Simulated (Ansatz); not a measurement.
The system is As.

```
CELL_PARAMETERS angstrom
1.88080 1.08588 3.51406
-1.88080 1.08588 3.51406
0.00000 -2.17176 3.51406
ATOMIC_POSITIONS crystal
As 0.22600 0.22600 0.22600
As 0.77400 0.77400 0.77400
```

Base run:

```yaml
Program: Ansatz 0.2.0
Functional: PBE
Potentials_or_basis: Ansatz PAW
Cutoff: "420 eV (not typed: the program's choice for these potentials)"
k_mesh: 9 × 9 × 9
Occupations: gaussian, width 0.011 eV
Spin: no spin polarisation
```

Its results: pressure 3.7 GPa; largest force 0.431 eV/Å.

The run is repeated on the same cell with these changes: functional from PBE to PBEsol; occupations from gaussian, width 0.011 eV to fermi-dirac, width 0.05 eV. What comes out?

Pressure 0.3 GPa; largest force 0.370 eV/Å.

Caveats: the PAW data sets come from PBE, with cores solved anew for the run's functional, which leaves a small shift of forces and pressure (some runs).
